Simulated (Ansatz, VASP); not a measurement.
## Si: VASP beside Ansatz

The input INCAR:

```
SYSTEM = Si
PREC = Accurate ; ENCUT = 520
EDIFF = 1E-6 ; ISMEAR = -1
SIGMA = 0.08 ; LREAL = .FALSE.
LASPH = .TRUE. ; NELM = 80
ALGO = Normal ; ISIF = 2
LWAVE = .FALSE. ; LCHARG = .TRUE.
GGA = PE ; LELF = .TRUE.
LVHAR = .TRUE. ; NBANDS = 11
```

Contents of KPOINTS:

```
regular mesh
0
G
  11 11 11
  0 0 0
```

POSCAR

```
Si
1.0
   -0.0543094000      2.6883153000      2.6883153000
    2.6883153000     -0.0543094000      2.6883153000
    2.6883153000      2.6883153000     -0.0543094000
Si
2
Direct
    0.5000000000      0.5000000000      0.5000000000
    0.7500000000      0.7500000000      0.7500000000
```

Input for Ansatz:

```yaml
crystal:
  lattice:
    - [-0.0543094, 2.6883153, 2.6883153]
    - [2.6883153, -0.0543094, 2.6883153]
    - [2.6883153, 2.6883153, -0.0543094]
  atoms:
    - { symbol: Si, position: [0.5, 0.5, 0.5] }
    - { symbol: Si, position: [0.75, 0.75, 0.75] }
kpoints:
  mp_grid: { grid: [11, 11, 11] }
  band_path:
    path:
      - [0.0, 0.0, 0.0]
      - [0.5, 0.5, 0.5]
      - [0.2551801333, 0.5, 0.7448198667]
      - [-0.2551801333, 0.2551801333, 0.5]
      - [0.0, 0.0, 0.5]
      - [0.0, 0.0, 0.0]
      - [-0.3775900666, 0.0, 0.3775900666]
      - [0.0, 0.3775900666, 0.6224099334]
      - [0.0, 0.5, 0.5]
    npoints: 5
scf:
  occupations: { method: fermi_dirac, width: 0.08 }
hamiltonian:
  xc: pbe
  pseudopotentials: { kind: all_electron, lapw: { basis_error: 0.00025 } }
output:
  forces: true
  stress: true
  eigenvalues: true
```

Change from the starting cell: equal xy, yz and zx shear strains of -2 %.

Alike in both runs: task single point; functional PBE; k mesh 11 × 11 × 11; occupations fermi-dirac, width 0.08 eV; no spin polarisation.

|  | VASP | Ansatz |
| --- | --- | --- |
| version | VASP 6.6.1 | Ansatz 0.2.0 |
| potentials or method | VASP PAW PBE potentials, release 64 (Si) | all-electron LAPW, scalar-relativistic |
| plane-wave cutoff (eV) | 520 | see its input |

|  | VASP | Ansatz | Ansatz less VASP |
| --- | --- | --- | --- |
| pressure (GPa) | 2.1 | 2.1 | +0.05 |
| largest component of the traceless stress (GPa) | 2.20 | 2.19 | -0.006 |
| rms of the force components (eV/Å) | 0.220 | 0.221 | +0.0012 |

Atom by atom the forces differ by 0.001 eV/Å (rms over components). Ansatz ran all-electron here, so the differences hold the error of VASP's frozen core and of both bases.

Caveats: an odd mesh through Γ misses points on the zone boundary, where band edges often lie.
